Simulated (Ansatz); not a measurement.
# From the elastic tensor of BN at 15 GPa (stress–strain coefficients) to moduli and sound speeds

Computed with Ansatz, DFT PBE+D3(BJ), scalar-relativistic, plane waves, PAW. Cutoff 420 eV, 12×12×12 k-points (Γ-centred), fixed occupations. No spin polarisation.

Symmetry: R3m, No. 160, trigonal system. Conventional cell: a = 2.478 Å, b = 2.478 Å, c = 8.208 Å, α = 90.00°, β = 90.00°, γ = 120.00°. Around B (site symmetry 3m) lie 3 N at 1.43 Å. N (site symmetry 3m) has 3 B at 1.43 Å as nearest neighbours.

Relaxed-ion constants (GPa, on the Cartesian axes of the calculation):
C11 = 1128.3, C12 = 286.6, C13 = 20.6, C14 = 15.8, C22 = 1128.3, C23 = 20.6, C24 = -15.8, C33 = 144.8, C44 = 26.3, C55 = 26.3, C56 = 15.7, C66 = 420.9 GPa; the others vanish.

Density 2.831 g/cm³; 2 atoms in 14.56 Å³.

The values that follow are for a polycrystal of randomly turned grains, by Hill's mean where one number stands. In a crystal this anisotropic the Voigt and Reuss bounds lie far apart, so Hill's mean and the sound speeds and Debye temperature from it are rough.

With S = C⁻¹: B_V = (C11+C22+C33+2(C12+C13+C23))/9, G_V = (C11+C22+C33−C12−C13−C23+3(C44+C55+C66))/15, 1/B_R = S11+S22+S33+2(S12+S13+S23), 15/G_R = 4(S11+S22+S33−S12−S13−S23)+3(S44+S55+S66); Hill is their mean. Then v_l = √((B+4G/3)/ρ), v_t = √(G/ρ), v_m = [(2/v_t³+1/v_l³)/3]^(−1/3) and Θ = (ħ/k_B)·v_m·(6π²n/V)^(1/3) for n atoms in the volume V; E = 9BG/(3B+G), ν = (3B−2G)/(2(3B+G)) and A^U = 5G_V/G_R + B_V/B_R − 6.

* Bulk modulus, Voigt / Reuss / Hill: 339.7 / 125.8 / 232.7 GPa
* Shear modulus, Voigt / Reuss / Hill: 232.9 / 54.0 / 143.5 GPa
* Young's modulus: 357 GPa
* Poisson ratio: 0.244
* Pugh ratio B/G: 1.62
* Universal anisotropy index: 18.28
* Longitudinal and transverse sound speeds: 12238 and 7118 m/s
* Debye temperature from the mean sound speed: 1213 K

This form isn't the usual stable structure of the compound at low pressure.

Cost: 1 run of about 2 core-minutes, on Arm Neoverse V2 (shared hosts).